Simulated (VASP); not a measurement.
Input of a VASP 6.6.1 run:

INCAR

```
SYSTEM = Bi
ALGO = Normal
EDIFF = 1E-7
EDIFFG = -0.005
ENCUT = 600
GGA = PE
IBRION = 2
ISIF = 3
ISMEAR = 1
IVDW = 12
LASPH = .TRUE.
LCHARG = .FALSE.
LREAL = .FALSE.
LWAVE = .FALSE.
NELM = 80
NSW = 90
PREC = Accurate
SIGMA = 0.1
```

The input KPOINTS:

```
k-points
0
G
  12 12 12
  0 0 0
```

File POSCAR:

```
Bi                                      
1.0
    2.2661213161      1.3083457519      3.8845110144
   -2.2661213161      1.3083457519      3.8845110144
    0.0000000000     -2.6166915037      3.8845110144
  Bi            
     2
Direct
     0.2373109763416976    0.2373109763416976    0.2373109763416976
     0.7626890236583023    0.7626890236583023    0.7626890236583023
```

Potentials or basis: VASP PAW PBE potentials, release 64 (Bi_d).

Launch:

```console
$ cat potpaw_PBE.64/Bi_d/POTCAR > POTCAR
$ mpirun -np 1 vasp_std > vasp.out
```

Q: Predict the space group after relaxing (to 0.05 Å).

A: R-3m (No. 166).

Q: Estimate the relaxed cell.

A: a = 4.682 Å, b = 4.682 Å, c = 4.682 Å, α = 57.90°, β = 57.90°, γ = 57.90°.

Q: Predict the relaxed volume.

A: 34.54 Å³/atom.

Final structure:
```yaml
crystal:
  lattice:
    - [2.26625, 1.30842, 3.88274]
    - [-2.26625, 1.30842, 3.88274]
    - [0.00000, -2.61684, 3.88274]
  atoms:
    - { symbol: Bi, position: [0.23727, 0.23727, 0.23727] }
    - { symbol: Bi, position: [0.76273, 0.76273, 0.76273] }
```

Caveat: pairwise dispersion overbinds metals, which lowers pressure and volume.
